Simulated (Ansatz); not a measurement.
Deforming TiC

```
CELL_PARAMETERS angstrom
0.00000 2.16400 2.16400
2.16400 0.00000 2.16400
2.16400 2.16400 0.00000
ATOMIC_POSITIONS crystal
Ti 0.00000 0.00000 0.00000
C 0.50000 0.50000 0.50000
```

Atom numbers follow the list: Ti1, C2.

The cell is COD entry 9012564, as deposited and not checked against the literature; nothing was relaxed.

Theory: DFT, PBE, all-electron LAPW, scalar-relativistic in Ansatz 0.2.0.

Settings: a Γ-centred 16×16×16 k mesh, Fermi–Dirac smearing of 0.03 eV, basis error target 1 meV/atom, no spin polarisation.

The unchanged cell is at 0.84 GPa, so energy changes include a term −P ΔV where the volume moves.

In a metal, stresses and small energies carry noise from the k mesh.

x, y and z are the Cartesian axes of the cell as listed; fractional coordinates follow a strain, and an engineering shear is twice the off-diagonal strain component.

Q: One change gave: energy change +1 meV/atom; stress change (xx, yy, zz, yz, xz, xy) 0.02, 0.02, 0.02, 1.54, 1.54, 1.54 GPa, compression positive. Which change was it?
A. equal xy, yz and zx engineering shear strains of -2 %
B. atom 2 (C) moved by (0.0500, 0.0000, 0.0000) Å
C. equal xy, yz and zx engineering shear strains of -1 %
D. equal xy, yz and zx engineering shear strains of -3 %
E. equal xy, yz and zx engineering shear strains of +2 %
F. equal xy, yz and zx engineering shear strains of +1 %
G. z strained by -2 % at fixed volume
H. equal xy, yz and zx engineering shear strains of +3 %
I. x and y strained by -1 %, z held

A: C. For z strained by -2 % at fixed volume: energy change +8 meV/atom; stress change (xx, yy, zz, yz, xz, xy) -3.71, -3.71, 8.75, 0.00, 0.00, 0.00 GPa, compression positive. For x and y strained by -1 %, z held: energy change +5 meV/atom; stress change (xx, yy, zz, yz, xz, xy) 6.72, 6.72, 2.65, 0.00, 0.00, 0.00 GPa, compression positive. For atom 2 (C) moved by (0.0500, 0.0000, 0.0000) Å: energy change +6 meV/atom; stress change (xx, yy, zz, yz, xz, xy) 0.64, 0.13, 0.13, 0.00, 0.00, 0.00 GPa, compression positive; change of the force on C2 (-0.460, 0.000, 0.000) eV/Å. For equal xy, yz and zx engineering shear strains of -3 %: energy change +14 meV/atom; stress change (xx, yy, zz, yz, xz, xy) 0.20, 0.20, 0.20, 4.79, 4.79, 4.79 GPa, compression positive. For equal xy, yz and zx engineering shear strains of +2 %: energy change +6 meV/atom; stress change (xx, yy, zz, yz, xz, xy) 0.09, 0.09, 0.09, -3.39, -3.39, -3.39 GPa, compression positive. For equal xy, yz and zx engineering shear strains of -2 %: energy change +6 meV/atom; stress change (xx, yy, zz, yz, xz, xy) 0.09, 0.09, 0.09, 3.14, 3.14, 3.14 GPa, compression positive. For equal xy, yz and zx engineering shear strains of +1 %: energy change +2 meV/atom; stress change (xx, yy, zz, yz, xz, xy) 0.02, 0.02, 0.02, -1.63, -1.63, -1.63 GPa, compression positive. For equal xy, yz and zx engineering shear strains of +3 %: energy change +14 meV/atom; stress change (xx, yy, zz, yz, xz, xy) 0.20, 0.20, 0.20, -5.25, -5.25, -5.25 GPa, compression positive.

Q: What force constant does this one finite step give for C2 along its displacement (all its periodic images move with it)?

A: k = −ΔF·u/|u|² = 9.20 eV/Å², so the force pulls the atom back.
